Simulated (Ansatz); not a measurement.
**Structure optimisation: tin, omega (AlB2-type)**

Method: DFT, PBE, plane waves (420 eV) with PAW, scalar-relativistic (Ansatz).

k-point mesh 7×7×10, Fermi-Dirac smearing 0.1 eV, no spin polarisation. Cell and atoms relax.

Starting structure:

```yaml
crystal:
  lattice:
    - [5.410984979, 0.0, 0.0]
    - [-2.7054924895, 4.6860504513, 0.0]
    - [0.0, 0.0, 3.3169337921]
  atoms:
    - { symbol: Sn, position: [0.0, 0.0, 0.0] }
    - { symbol: Sn, position: [0.3333333333, 0.6666666667, 0.5] }
    - { symbol: Sn, position: [0.6666666667, 0.3333333333, 0.5] }
hamiltonian:
  xc: pbe
  pseudopotentials:
    kind: paw
    azcp:
      Sn: "pseudopotentials/Sn.paw.azcp"
basis:
  ecutwfc: 420
  fft_grid_basis: typed
kpoints:
  mp_grid: { grid: [7, 7, 10], shift: [0, 0, 0] }
magnetization:
  spin_polarized: false
scf:
  occupations: { method: fermi_dirac, width: 0.1 }
relax:
  max_steps: 60
  f_tol: 0.01
  cell: {}
```

Q: The pressure at the start is -0.3 GPa. By how much does the volume change?

A: From 28.03 to 27.86 Å³ per atom, -0.6 %. The final cell has a = 5.410 Å, c = 3.298 Å (c/a = 0.610).

Q: How much energy does the relaxation gain?

A: 0.2 meV per atom.

Path of the relaxation (the plane waves are chosen anew near the end, which can shift the energy a little):

| step | E − E(final) (meV/atom) | V (Å³/atom) | P (GPa) | max force (eV/Å) |
| --- | --- | --- | --- | --- |
| 0 | 0.24 | 28.035 | -0.26 | 0.000 |
| 1 | -0.02 | 27.844 | 0.05 | 0.000 |
| 2 | -0.04 | 27.863 | 0.01 | 0.000 |
| 3 | 0.00 | 27.863 | 0.01 | 0.000 |
